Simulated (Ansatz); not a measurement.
Wires are cut from relaxed bulk Al (Fm-3m, 16.50 Å³/atom, gap on the mesh 0.00 eV); atoms and period are relaxed, and energies count from that bulk.

All numbers below come from DFT PBE, scalar-relativistic, plane waves, PAW (Ansatz 0.2.0).

Cutoff 420 eV; k points 1×1×8 on the computed 6-atom cell (Γ-centred); Gaussian smearing, width 0.05 eV; no spin polarisation.

Start ([111] wire, 6 host atoms a period):

```
Al
1.0
    11.50000    0.00000    0.00000
     0.00000   12.20000    0.00000
     0.00000    0.00000    7.00001
Al
6
Direct
  0.46413 0.50000 0.66667
  0.60760 0.50000 0.33333
  0.53587 0.38288 0.00000
  0.39240 0.61712 0.33333
  0.53587 0.61712 0.00000
  0.39240 0.38288 0.33333
```

Give the relaxed structure and its energy.

The free energy falls by 158 meV/atom.

```
excess energy (eV per host atom) : 1.163
line energy (eV/Å)               : 1.116
period (Å)                       : 6.257
gap on the mesh (eV)             : 0.29
```

Relaxed structure:
```
CELL_PARAMETERS angstrom
11.50000 0.00000 0.00000
0.00000 12.20000 0.00000
0.00000 0.00000 6.25698
ATOMIC_POSITIONS crystal
Al 0.47303 0.50000 0.66217
Al 0.60040 0.50000 0.30866
Al 0.52614 0.38763 0.99958
Al 0.40128 0.62648 0.34834
Al 0.52614 0.61237 0.99958
Al 0.40128 0.37352 0.34834
```

Each run keeps its start's symmetry and one magnetic start, so lower states can exist.

Time: 23 s on 4 threads of Arm Neoverse V2, with other jobs on the host, peak memory 0.91 GiB.